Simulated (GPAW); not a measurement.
Input of a GPAW 26.7.0 run:

File run.py:

```python
from ase.calculators.mixing import SumCalculator
from ase.eos import EquationOfState
from ase.io import Trajectory, read
from ase.units import GPa
from dftd3.ase import DFTD3
from gpaw import GPAW, PW

atoms = read('GaP.xyz')

traj = Trajectory('eos.traj', 'w')
volumes, energies = [], []
for x in [0.94, 0.96, 0.98, 1.0, 1.02, 1.04, 1.06]:
    a = atoms.copy()
    a.set_cell(atoms.cell * x**(1 / 3), scale_atoms=True)
    calc = GPAW(mode=PW(600),
                xc='revPBE',
                kpts={'size': (8, 8, 8), 'gamma': True},
                occupations={'name': 'fermi-dirac', 'width': 0.05},
                nbands=11,
                convergence={'density': 1e-05, 'energy': 1e-05},
                maxiter=150,
                txt=f'eos-{x:.2f}.txt')
    a.calc = SumCalculator([calc, DFTD3(method='revpbe', damping='d3zero')])
    energies.append(a.get_potential_energy())
    volumes.append(a.get_volume())
    p = -a.get_stress()[:3].mean() / GPa
    calc.write(f'eos-{x:.2f}.gpw')
    traj.write(a)
    print(f'{x:.2f} {volumes[-1]:10.4f} A^3 {energies[-1]:14.6f} eV {p:9.3f} GPa', flush=True)

v0, e0, B = EquationOfState(volumes, energies, eos='birchmurnaghan').fit()
print(f'V0 = {v0:.4f} A^3, E0 = {e0:.6f} eV, B0 = {B / GPa:.2f} GPa')
```

The input GaP.xyz:

```xyz
2
Lattice="0.0000000000 2.7252500000 2.7252500000 2.7252500000 0.0000000000 2.7252500000 2.7252500000 2.7252500000 0.0000000000" Properties=species:S:1:pos:R:3 pbc="T T T"
Ga     0.0000000000      0.0000000000      0.0000000000
P      4.0878750000      4.0878750000      4.0878750000
```

Potentials or basis: the program's PAW data sets (release 1.2.1) made for this functional, pw.

The run is started by

```sh
$ OMP_NUM_THREADS=1 python run.py
```

Question: Estimate the bulk modulus.

Answer: 84 GPa.

Question: Estimate the pressure derivative of the bulk modulus.

Answer: 4.6.

Energy against volume, from the lowest point:
```tsv
volume (Å³/atom)	energy (meV/atom)
19.026	52.27
19.431	30.87
19.836	15.53
20.240	5.63
20.645	0.62
21.050	0.00
21.455	3.31
```

Caveat: the data sets keep Ga 3d, Li 1s and Be 1s frozen, and some such compounds lay over 1.5 % in volume off other programs.

**What was measured.**

“Phosphorous dimerization in GaP at high pressure”, 2017, arxiv:1709.06667 reports, for a bulk crystal of GaP: bulk modulus 87.5 ± 0.6 GPa.

Measured bulk modulus of GaP: 87.5 GPa (“Phosphorous dimerization in GaP at high pressure”, 2017, arxiv:1709.06667). This calculation gives 84 GPa (-4.5 %). The fit is for a static lattice scaled at fixed shape and fixed fractional positions.
